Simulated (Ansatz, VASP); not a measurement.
## CaO: VASP beside Ansatz

```
CELL_PARAMETERS angstrom
0.00000 2.41420 2.41420
2.41420 0.00000 2.41420
2.41420 2.41420 0.00000
ATOMIC_POSITIONS crystal
Ca 0.00000 0.00000 0.00000
O 0.50000 0.50000 0.50000
```

Alike in both runs: functional PBE; k mesh 6 × 6 × 6; occupations gaussian, width 0.1 eV; no spin polarisation.

Ansatz relaxed the structure, and its values are those at the end. VASP's run is a single point on that final structure, the one shown.

```csv
,VASP,Ansatz
version,VASP 6.6.1,Ansatz 0.2.0
potentials or method,"VASP PAW PBE potentials, release 64 (Ca_sv, O)","scalar-relativistic, plane waves, PAW"
plane-wave cutoff (eV),520,420
valence electrons in the cell,16,16
```

```csv
,VASP,Ansatz,Ansatz less VASP
gap on the k mesh at the Fermi level (eV),3.64,3.66,+0.019
least direct gap on the mesh (eV),4.02,4.03,+0.018
pressure (GPa),0.7,0.2,-0.53
```

A k mesh can miss the band edges. A hybrid or GW would open this gap; PBE tends to underestimate it.
